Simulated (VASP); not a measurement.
SnSe2: relaxation of cell and atoms with r2SCAN

Crystal: SnSe2.

```
CELL_PARAMETERS angstrom
3.81100 0.00000 0.00000
-1.90550 3.30042 0.00000
0.00000 0.00000 6.13600
ATOMIC_POSITIONS crystal
Sn 0.00000 0.00000 0.00000
Se 0.33333 0.66667 0.24900
Se 0.66667 0.33333 0.75100
```

* Program: VASP 6.6.1
* Task: relaxation of cell and atoms
* Functional: r2SCAN
* Potentials or basis: VASP PAW PBE potentials, release 64 (Sn_d, Se)
* Cutoff: 600 eV
* k mesh: 9 × 9 × 5
* Occupations: gaussian, width 0.03 eV
* Spin: no spin polarisation
* Further INCAR settings: ALGO = Normal; EDIFF = 1e-06; IBRION = 2; EDIFFG = -0.01; NSW = 90; ISIF = 3

The relaxed volume is 27.86 Å³/atom and the relaxed cell is a = 3.843 Å, b = 3.843 Å, c = 6.537 Å, α = 90.00°, β = 90.00°, γ = 120.00°. The space group after relaxing (to 0.05 Å) is P-3m1 (No. 164), the energy gained by relaxing is 17.6 meV/atom and the ionic steps are 11. The pressure after relaxing is 0.0 GPa. The largest force after relaxing is 0.004 eV/Å and the band gap on the k mesh is 1.04 eV, indirect (least direct gap 1.48 eV).

Forces on the atoms (eV/Å):
```
Sn   0.000  0.000  0.000
Se   0.000  0.000  0.004
Se   0.000  0.000 -0.004
```

The path:
```
step  energy change (eV)  largest force (eV/Å)  pressure (GPa)  volume (Å³)
   1              0.0000                0.5337            3.65        77.18
   2             -0.0069                0.5170           -2.86        83.91
   3             -0.0450                0.0460           -0.05        80.56
   4             -0.0450                0.0354            0.02        80.49
   5             -0.0464                0.0562            0.07        80.52
   6             -0.0475                0.0988            0.16        80.57
   7             -0.0486                0.0929            0.10        80.89
   8             -0.0511                0.0754           -0.05        81.83
   9             -0.0525                0.0421           -0.27        83.71
  10             -0.0502                0.1463            0.73        83.19
  11             -0.0528                0.0043           -0.02        83.58
```

Final structure:
```
Sn Se
1.0
     3.84252    0.00000    0.00000
    -1.92126    3.32772    0.00000
     0.00000    0.00000    6.53652
Sn Se
1 2
Direct
  0.00000 0.00000 0.00000
  0.33333 0.66667 0.24082
  0.66667 0.33333 0.75918
```

Levels at points of the mesh, in eV from the valence-band top:
```tsv
k point	band 10	band 11	band 12	band 13	band 14	band 15	band 16	band 17
(0.00, 0.00, 0.00)	-0.53	-0.27	-0.19	-0.19	1.50	3.61	5.06	5.06
```

Run time: 20 min on 2 MPI ranks on AMD EPYC 7R13 Processor (Zen 3) (shared host), peak memory 0.26 GiB a rank.

Caveat: the PAW data sets were made with another functional, which shifts forces and pressure a little; spin-orbit coupling is left out, which moves the levels of the heavy elements; an odd mesh through Γ misses points on the zone boundary, where band edges often lie.
